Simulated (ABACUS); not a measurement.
# GaP (F-43m) in ABACUS: settings compared, part 3 of 3

ABACUS 3.10.1.

### 5 Equation of state, BLYP, 19.03 Å³/atom (volume scaled by 0.94)

Input file INPUT:

```
INPUT_PARAMETERS
suffix              GaP
calculation         scf
basis_type          pw
pseudo_dir          ./
symmetry            1
dft_functional      GGA_X_B88+GGA_C_LYP
ecutwfc             81
pseudo_rcut         10
nspin               1
nbands              13
ks_solver           dav
smearing_method     fd
smearing_sigma      0.00367493
scf_thr             1e-08
scf_nmax            100
mixing_type         broyden
mixing_beta         0.7
cal_force           1
cal_stress          1
kpar                4
```

Input file STRU:

```
ATOMIC_SPECIES
Ga 69.7230 Ga.upf
P 30.9738 P.upf

LATTICE_CONSTANT
1.8897261246

LATTICE_VECTORS
0.0000000000 2.6696170428 2.6696170428
2.6696170428 0.0000000000 2.6696170428
2.6696170428 2.6696170428 0.0000000000

ATOMIC_POSITIONS
Cartesian

Ga
0.0
1
0.0000000000 0.0000000000 0.0000000000 1 1 1

P
0.0
1
4.0044255642 4.0044255642 4.0044255642 1 1 1
```

Input file KPT:

```
K_POINTS
0
Gamma
6 6 6 0 0 0
```

Potentials or basis: PseudoDojo NC SR 0.5 PBE standard, plane waves.

Started as:

```bash
$ OMP_NUM_THREADS=1 mpirun -np 4 abacus > log
```

running log:

```text
ABACUS v3.10.1

               Atomic-orbital Based Ab-initio Computation at UStc

 ------------------------------------------------------------------------------------

 READING GENERAL INFORMATION
                           global_out_dir = OUT.GaP/
                           global_in_card = INPUT
                               pseudo_dir = ./
[... 8 lines left out ...]

 READING ATOM TYPE 1
                               atom label = Ga
                      L=0, number of zeta = 1
                      L=1, number of zeta = 1
                      L=2, number of zeta = 1
             number of atom for this type = 1

 READING ATOM TYPE 2
                               atom label = P
                      L=0, number of zeta = 1
                      L=1, number of zeta = 1
                      L=2, number of zeta = 1
             number of atom for this type = 1

                        TOTAL ATOM NUMBER = 2
CARTESIAN COORDINATES ( UNIT =       1.889726124600 Bohr ).
    atom                   x                   y                   z     mag                  vx                  vy                  vz
tauc_Ga1            0.0000000000        0.0000000000        0.0000000000  0.0000        0.0000000000        0.0000000000        0.0000000000
tauc_P1            4.0044255642        4.0044255642        4.0044255642  0.0000        0.0000000000        0.0000000000        0.0000000000

                          Volume (Bohr^3) = 256.787
                             Volume (A^3) = 38.0519

 Lattice vectors: (Cartesian coordinate: in unit of a_0)
                   +0            +2.66962            +2.66962
             +2.66962                  +0            +2.66962
             +2.66962            +2.66962                  +0
 Reciprocal vectors: (Cartesian coordinate: in unit of 2 pi/a_0)
            -0.187293           +0.187293           +0.187293
            +0.187293           -0.187293           +0.187293
            +0.187293           +0.187293           -0.187293
 The esolver type has been set to : ksdft_pw

                PAO radial cut off (Bohr) = 10

 Read in pseudopotential file is Ga.upf
                     pseudopotential type = NC
          exchange-correlation functional = PBE
                 nonlocal core correction = 1
                        valence electrons = 13
                                     lmax = 2
                           number of zeta = 3
                     number of projectors = 6
                           L of projector = 0
                           L of projector = 0
                           L of projector = 1
                           L of projector = 1
                           L of projector = 2
                           L of projector = 2
 XC functional updated to : GGA_X_B88+GGA_C_LYP
          exchange-correlation functional = GGA_X_B88+GGA_C_LYP
                PAO radial cut off (Bohr) = 10

 Read in pseudopotential file is P.upf
                     pseudopotential type = NC
          exchange-correlation functional = PBE
                 nonlocal core correction = 1
                        valence electrons = 5
                                     lmax = 2
                           number of zeta = 2
                     number of projectors = 6
                           L of projector = 0
                           L of projector = 0
                           L of projector = 1
                           L of projector = 1
                           L of projector = 2
                           L of projector = 2
 XC functional updated to : GGA_X_B88+GGA_C_LYP
          exchange-correlation functional = GGA_X_B88+GGA_C_LYP
     initial pseudo atomic orbital number = 13

 SETUP THE ELECTRONS NUMBER
            electron number of element Ga = 13
      total electron number of element Ga = 13
             electron number of element P = 5
       total electron number of element P = 5
[... 128 lines left out ...]

[... K-POINTS DIRECT COORDINATES: 4 rows ...]

 SETUP PLANE WAVES FOR WAVE FUNCTIONS
     energy cutoff for wavefunc (unit:Ry) = 81
              fft grid for wave functions = [ 45, 45, 45 ]
                    number of plane waves = 3719
                         number of sticks = 313

 PARALLEL PW FOR WAVE FUNCTIONS
     PROC   COLUMNS(POT)             PW
        1            313           3719
 --------------- sum -------------------
        1            313           3719

 SETUP NONLOCAL PSEUDOPOTENTIALS IN PLANE WAVE BASIS
 Ga non-local projectors:
 projector 1 L=0
 projector 2 L=0
 projector 3 L=1
 projector 4 L=1
 projector 5 L=2
 projector 6 L=2
 P non-local projectors:
 projector 1 L=0
 projector 2 L=0
 projector 3 L=1
 projector 4 L=1
 projector 5 L=2
 projector 6 L=2
      TOTAL NUMBER OF NONLOCAL PROJECTORS = 36

 Init Non-Local PseudoPotential table :
 Init Non-Local-Pseudopotential done.

                                     npwx = 3178

 Make real space PAO into reciprocal space.
       max mesh points in Pseudopotential = 1001
     dq(describe PAO in reciprocal space) = 0.01
                                    max q = 1084

 number of pseudo atomic orbitals for Ga is 3
WARNING: norm of atomic wavefunction # 2 of atomic type Ga is 0.999997, renormalized
WARNING: norm of atomic wavefunction # 3 of atomic type Ga is 0.998668, renormalized

 number of pseudo atomic orbitals for P is 2
WARNING: norm of atomic wavefunction # 2 of atomic type P is 0.999977, renormalized

 -------------------------------------------
 SELF-CONSISTENT
 -------------------------------------------
                                 init_chg = atomic

 PW ALGORITHM --------------- ION=   1  ELEC=   1--------------------------------
 Notice: Threshold on eigenvalues was too large.
 hsover_error=0.18 > DRHO=0.0889307
 Origin diag ethr = 0.01
 New diag ethr = 0.00049406

 Density error is 0.0890283664165
                          Error Threshold = 0.000494059529629
----------------------------------------------------------
     Energy           Rydberg                 eV
----------------------------------------------------------
 E_KohnSham     -166.4591852049      -2264.7934032233
 E_Harris       -167.4023255346      -2277.6254857211
 E_Fermi        0.6848539675         9.3179162563
----------------------------------------------------------
[... 63 lines left out ...]
 Density error is 2.44884169534e-09
                          Error Threshold = 7.43297551329e-11
----------------------------------------------------------
     Energy           Rydberg                 eV
----------------------------------------------------------
 E_KohnSham     -166.4767438946      -2265.0323014538
 E_KS(sigma->0) -166.4767438946      -2265.0323014526
 E_Harris       -166.4769130693      -2265.0346031932
 E_band         -2.1508848538        -29.2642897539
 E_one_elec     -73.4904634230       -999.8890512137
 E_Hartree      51.2021507425        696.6409999535
 E_xc           -45.7002809341       -621.7842209047
 E_Ewald        -98.4881502799       -1340.0000292866
 E_entropy(-TS) -0.0000000002        -0.0000000024
 E_descf        0.0000000000         0.0000000000
 E_exx          0.0000000000         0.0000000000
 E_Fermi        0.7148494614         9.7260258873
----------------------------------------------------------

 charge density convergence is achieved
 final etot is -2265.0323015 eV
 EFERMI = 9.7260258873 eV

 STATE ENERGY(eV) AND OCCUPATIONS    NSPIN == 1
 1/4 kpoint (Cartesian) = 0.0000 0.0000 0.0000 (3143 pws)
       1       -5.82856     0.00925926
       2       -5.82856     0.00925926
       3       -5.82856     0.00925926
       4       -5.70823     0.00925926
       5       -5.70823     0.00925926
       6       -4.08044     0.00925926
       7        8.88351     0.00925926
       8        8.88351     0.00925926
       9        8.88351     0.00925926
      10        11.1347    5.38657e-15
      11        12.7809    2.70454e-29
      12        12.7809    2.70454e-29
      13        12.7809    2.70454e-29
[... 32 lines left out ...]
       1       -5.93315      0.0370370
       2       -5.79848      0.0370370
       3       -5.79848      0.0370370
       4       -5.69909      0.0370370
       5       -5.69909      0.0370370
       6       -1.82498      0.0370370
       7        1.90887      0.0370370
       8        7.67524      0.0370370
       9        7.67524      0.0370370
      10        10.7389    5.90501e-11
      11        13.6675    2.15335e-36
      12        13.6675    2.15335e-36
      13        17.5422    4.76170e-70

------------------------------------------------------------------------------------------
 TOTAL-FORCE (eV/Angstrom)
------------------------------------------------------------------------------------------
                       Ga1         0.0000000000         0.0000000000         0.0000000000
                        P1         0.0000000000         0.0000000000         0.0000000000
------------------------------------------------------------------------------------------

----------------------------------------------------------------
 TOTAL-STRESS (KBAR)
----------------------------------------------------------------
       126.2710299135        -0.0000000000         0.0000000000
        -0.0000000000       126.2710299135         0.0000000000
        -0.0000000000         0.0000000000       126.2710299135
----------------------------------------------------------------
 TOTAL-PRESSURE: 126.271030 KBAR

 --------------------------------------------
 !FINAL_ETOT_IS -2265.0323014538485040 eV
 --------------------------------------------
```

It took 3.6 s on 4 MPI ranks of Intel Xeon Platinum 8488C (Sapphire Rapids), shared host; peak memory 0.36 GiB.

Results:

```
Free energy            : -2265.0323 eV
Pressure               : 12.6 GPa
Band gap on the k mesh : 1.71 eV, indirect (least direct gap 2.25 eV)
```

Caveat: the potentials were made for another functional, which shifts forces and pressure.

### 6 Equation of state, BLYP, 19.84 Å³/atom (volume scaled by 0.98)

INPUT is that of step 5.

Input file STRU:

```
ATOMIC_SPECIES
Ga 69.7230 Ga.upf
P 30.9738 P.upf

LATTICE_CONSTANT
1.8897261246

LATTICE_VECTORS
0.0000000000 2.7069591804 2.7069591804
2.7069591804 0.0000000000 2.7069591804
2.7069591804 2.7069591804 0.0000000000

ATOMIC_POSITIONS
Cartesian

Ga
0.0
1
0.0000000000 0.0000000000 0.0000000000 1 1 1

P
0.0
1
4.0604387706 4.0604387706 4.0604387706 1 1 1
```

KPT is that of step 5.

Potentials or basis: PseudoDojo NC SR 0.5 PBE standard, plane waves.

Started as:

```bash
$ OMP_NUM_THREADS=1 mpirun -np 4 abacus > log
```

Run time: 3.6 s. Hardware: 4 MPI ranks of Intel Xeon Platinum 8488C (Sapphire Rapids), shared host; peak memory 0.36 GiB.

It converged, with:

```
Free energy            : -2265.1365 eV
Pressure               : 8.1 GPa
Band gap on the k mesh : 1.72 eV, indirect (least direct gap 1.89 eV)
```

Caveat: the potentials were made for another functional, which shifts forces and pressure.

### 7 Equation of state, BLYP, 20.65 Å³/atom (volume scaled by 1.02)

INPUT is that of step 6.

Input file STRU:

```
ATOMIC_SPECIES
Ga 69.7230 Ga.upf
P 30.9738 P.upf

LATTICE_CONSTANT
1.8897261246

LATTICE_VECTORS
0.0000000000 2.7432985392 2.7432985392
2.7432985392 0.0000000000 2.7432985392
2.7432985392 2.7432985392 0.0000000000

ATOMIC_POSITIONS
Cartesian

Ga
0.0
1
0.0000000000 0.0000000000 0.0000000000 1 1 1

P
0.0
1
4.1149478088 4.1149478088 4.1149478088 1 1 1
```

KPT is that of step 6.

Started as:

```bash
$ OMP_NUM_THREADS=1 mpirun -np 4 abacus > log
```

Wall time 3.7 s (4 MPI ranks of Intel Xeon Platinum 8488C (Sapphire Rapids), shared host); peak memory 0.36 GiB.

Results (log left out):

| Property | Result |
| --- | --- |
| Free energy | -2265.1990 eV |
| Pressure | 4.4 GPa |
| Band gap on the k mesh | 1.54 eV, direct |

Caveat: the potentials were made for another functional, which shifts forces and pressure.

### 8 Equation of state, BLYP, 21.45 Å³/atom (volume scaled by 1.06)

INPUT is that of step 7.

Input file STRU:

```
ATOMIC_SPECIES
Ga 69.7230 Ga.upf
P 30.9738 P.upf

LATTICE_CONSTANT
1.8897261246

LATTICE_VECTORS
0.0000000000 2.7786998443 2.7786998443
2.7786998443 0.0000000000 2.7786998443
2.7786998443 2.7786998443 0.0000000000

ATOMIC_POSITIONS
Cartesian

Ga
0.0
1
0.0000000000 0.0000000000 0.0000000000 1 1 1

P
0.0
1
4.1680497664 4.1680497664 4.1680497664 1 1 1
```

KPT is that of step 7.

Started as:

```bash
$ OMP_NUM_THREADS=1 mpirun -np 4 abacus > log
```

It took 4 s on 4 MPI ranks of Intel Xeon Platinum 8488C (Sapphire Rapids), shared host; peak memory 0.36 GiB.

Results (log left out):

```yaml
Free_energy: -2265.2278 eV
Pressure: 1.4 GPa
Band_gap_on_the_k_mesh: 1.22 eV, direct
```

Caveat: the potentials were made for another functional, which shifts forces and pressure.

### 9 Equation of state, BLYP

Potentials or basis: PseudoDojo NC SR 0.5 PBE standard, plane waves.

This step only gathers the single runs of the series.

What came out:

- Equilibrium volume: 21.90 Å³/atom (rough: see the caveat)
- Bulk modulus: 65 GPa (rough)

Energy against volume, from the lowest point:
```
volume (Å³/atom)  energy (meV/atom)
          19.026              97.76
          19.836              45.66
          20.645              14.39
          21.455               0.00
```

Caveat: the minimum lies outside the volumes run; the potentials were made for another functional, which shifts forces and pressure.

### 10 Comparison with measurements

Step 2. A measured gap of GaP is 2.34 eV (indirect; 10 K; quoted in “Stacking defects in GaP nanowires: Electronic structure and optical properties”, 2018, arxiv:1810.01194); the calculated 1.67 eV misses it by -0.67 eV. Spin-orbit coupling on Ga is left out. The value is that of rPW86PBE, without temperature or zero-point motion.

Step 3. Measured gap of GaP: 2.34 eV (indirect; 10 K; quoted in “Stacking defects in GaP nanowires: Electronic structure and optical properties”, 2018, arxiv:1810.01194). This calculation gives 1.92 eV (-0.42 eV). Spin-orbit coupling on Ga is left out. The value is that of OLYP, without temperature or zero-point motion.

Step 4. Measured gap of GaP: 2.34 eV (indirect; 10 K; quoted in “Stacking defects in GaP nanowires: Electronic structure and optical properties”, 2018, arxiv:1810.01194). This calculation gives 1.66 eV (-0.68 eV). Spin-orbit coupling on Ga is left out. The value is that of BLYP, without temperature or zero-point motion. Semilocal functionals fall short of measured gaps as a rule.
